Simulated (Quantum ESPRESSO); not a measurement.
Runs of Quantum ESPRESSO 7.5 on In. The structure is hexagonal, space group P6_3/mmc (No. 194). The conventional cell has a = 3.335 Å, b = 3.335 Å, c = 5.509 Å, α = 90.00°, β = 90.00°, γ = 120.00°. Around In (site symmetry -6m2) lie 12 In at 3.34 to 3.36 Å. This isn't the form of In at room conditions, which is tetragonal.

```tsv
task	level	potentials or basis	cutoff (eV)	smearing	form of the LDA correlation	ASE optimiser	rVV10 parameter b	dispersion computed by	gap on the mesh (eV)	pressure (GPa)	relaxed volume (Å³/atom)
phonons	LDA	JTH 2.0 LDA	707	cold 0.2 eV	PW92	-	-	-	none	0.3	-
phonons	PBEsol	PseudoDojo 0.4.1 SR PBEsol standard	952	cold 0.2 eV	-	-	-	-	none	0.0	-
relaxation of cell and atoms	PBEsol+rVV10	GBRV 1.5 PBEsol	762	fermi-dirac 0.05 eV	-	LBFGS	6.3	-	none	0.0	24.28
relaxation of cell and atoms	PBEsol+D4	GBRV 1.5 PBEsol	762	fermi-dirac 0.05 eV	-	LBFGS	-	dftd4 4.3.1 through ASE	none	0.0	24.79
relaxation of cell and atoms	PBEsol+D3(BJ)	GBRV 1.5 PBEsol	762	fermi-dirac 0.05 eV	-	FIRE	-	-	none	0.0	(b)
relaxation of cell and atoms	PBEsol	GBRV 1.5 PBEsol	762	fermi-dirac 0.05 eV	-	FIRE	-	-	none	-0.1	(a)
relaxation of cell and atoms	PBEsol+D3	GBRV 1.5 PBEsol	762	fermi-dirac 0.05 eV	-	LBFGS	-	-	none	-0.1	24.96
```

Alike in all rows: no spin polarisation; cell relaxed; k mesh 9 × 9 × 5.

Estimate the missing entries.

(a) 25.55; (b) 24.31.

Caveats: pairwise dispersion overbinds metals, which lowers pressure and volume (some runs); the mesh is thin for the phonons of a metal (some runs); rVV10's parameter b was fitted to another functional (some runs).

A k mesh can miss the band edges, and the runs leave out spin-orbit coupling on In.

A gap of «none» marks a metal or a gap under the smearing width.

Not every run made on this cell is shown here.
